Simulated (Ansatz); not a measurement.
An Ansatz run on a 2-atom cell of GaP started from a crystallographic database left the output below. The geometry is the r2SCAN minimum.

Structure:
```
CELL_PARAMETERS angstrom
0.00000 2.72541 2.72541
2.72541 0.00000 2.72541
2.72541 2.72541 0.00000
ATOMIC_POSITIONS crystal
Ga 0.00000 0.00000 0.00000
P 0.25000 0.25000 0.25000
```

Output, abridged:
```
Pseudopotential: Ga, paw, valence charge 13, recommended cutoff 420 eV (normal)
Pseudopotential: P, paw, valence charge 5, recommended cutoff 420 eV (normal)
Functional definition: PBE
Crystal: 2 atoms, lattice volume = 40.488 Å³
Basis set: ecut = 420 eV, 749 PW (Γ)
Bands: 13, of which v1, the nominal top of the filled ones, is band 9 counted from 1 (8 counted from 0)
Symmetry: 24 space group operations
Space group: F-43m (ITA 216)
k-points: 8 of 64 (time reversal used)
SCF 1 converged in 6 iterations: F = -4539.408191 eV  dr2 = 1.94e-8
Free energy (F): -4539.408191 eV
Fermi energy:    7.129398 eV
--- Per-component energies (eV) ---
  E_band       = -57.853284
  E_kinetic    = 186.773139
  E_local      = -2201.295360
  E_nonlocal   = 459.085290
  E_hartree    = 1018.143699
  E_xc         = -130.810388
  E_vxc        = -119.081921
  E_paw        = -2558.736684
  E_vpaw       = -419.614696
  E_ewald      = -1312.567783
--- G₀W₀: contour deformation, 7 samples at zero and on the imaginary axis and 2 off it, 64 q-points, 152 empty bands' worth ---
    ik  band        ε_KS         Σx   Σc(E_QP)       V_xc       Z   E_QP_lin       E_QP  E_QP is
     0     8      7.1294   -17.3998     1.4379   -15.3961  0.7646     6.5598     6.5636  root
     0     9      7.1294   -17.3998     1.4379   -15.3961  0.7646     6.5598     6.5636  root
     0    10      8.9472   -10.4874    -4.4898   -15.2508  0.7752     9.2217     9.2208  root
     0    11     10.9842    -7.3567    -4.5162   -12.0182  0.7728    11.1299    11.1295  root
     1     8      6.4624   -16.8937     1.5862   -14.7175  0.7620     5.8677     5.8723  root
     1     9      6.4624   -16.8937     1.5862   -14.7175  0.7620     5.8677     5.8723  root
     1    10      9.2677    -8.9946    -4.3373   -13.5191  0.7779     9.4553     9.4549  root
     1    11     11.8416    -7.3990    -4.7512   -12.2992  0.7607    11.9907    11.9905  root
     2     8      6.0050   -16.7855     1.7719   -14.3980  0.7585     5.3840     5.3894  root
     2     9      6.0050   -16.7855     1.7719   -14.3980  0.7585     5.3840     5.3894  root
     2    10      8.7845    -9.1514    -4.1834   -13.4938  0.7810     8.9437     8.9434  root
     2    11     11.8155    -6.9464    -4.6993   -11.7597  0.7621    11.9296    11.9293  root
     3     8      5.4376   -16.3254     1.8869   -13.8085  0.7546     4.8008     4.8076  root
     3     9      5.4376   -16.3254     1.8869   -13.8085  0.7546     4.8008     4.8076  root
     3    10      9.2862    -7.4159    -4.1186   -11.5854  0.7838     9.3371     9.3370  root
     3    11     10.8336    -7.7766    -4.5628   -12.4260  0.7691    10.9203    10.9202  root
     6     8      4.4342   -16.1283     2.3053   -13.1575  0.7419     3.7594     3.7688  root
     6     9      4.4342   -16.1283     2.3053   -13.1575  0.7419     3.7594     3.7688  root
     6    10      8.7587    -6.7637    -3.9149   -10.5703  0.7916     8.6505     8.6503  root
     6    11      8.9326    -7.7764    -4.0457   -11.8718  0.7841     8.9823     8.9822  root
     7     8      3.5420   -15.8066     2.5427   -12.5784  0.7351     2.8495     2.8565  root
     7     9      3.6934   -15.0885     2.3463   -12.0847  0.7319     3.0275     3.0359  root
     7    10     11.8167    -7.2986    -4.4951   -11.7694  0.7647    11.7924    11.7924  root
     7    11     11.9785    -8.8360    -5.1556   -14.2931  0.7503    12.2814    12.2800  root
```

The points are ik 0 = (0, 0, 0) (Γ), ik 1 = (0, 0, 1/4), ik 2 = (0, 0, -1/2), ik 3 = (0, 1/4, 1/4), ik 6 = (0, -1/2, -1/2), ik 7 = (1/4, -1/2, -1/4); band 9 is the last filled one.

**Question.** Which of these blocks stood in the input: relax, gw, phonons, dielectric, magnetization (spin_orbit)?

**Answer.** gw. The quasiparticle table needs the gw block.

**Question.** Which k mesh was typed?

**Answer.** 4×4×4, Γ-centred.

**Question.** How were the bands filled?

**Answer.** Fixed occupations.

Run as `ansatz run input.yaml --threads 2 --pin off --max-ram 3686MiB --backend cpu --events-out ev --progress --plain --runs-dir out`. Wall time 16 s on 2 threads of Arm Neoverse V2, with other jobs on the host, load about 0.8 per core; peak host memory 0.39 GiB.

(Simulation; spin polarisation is off.)
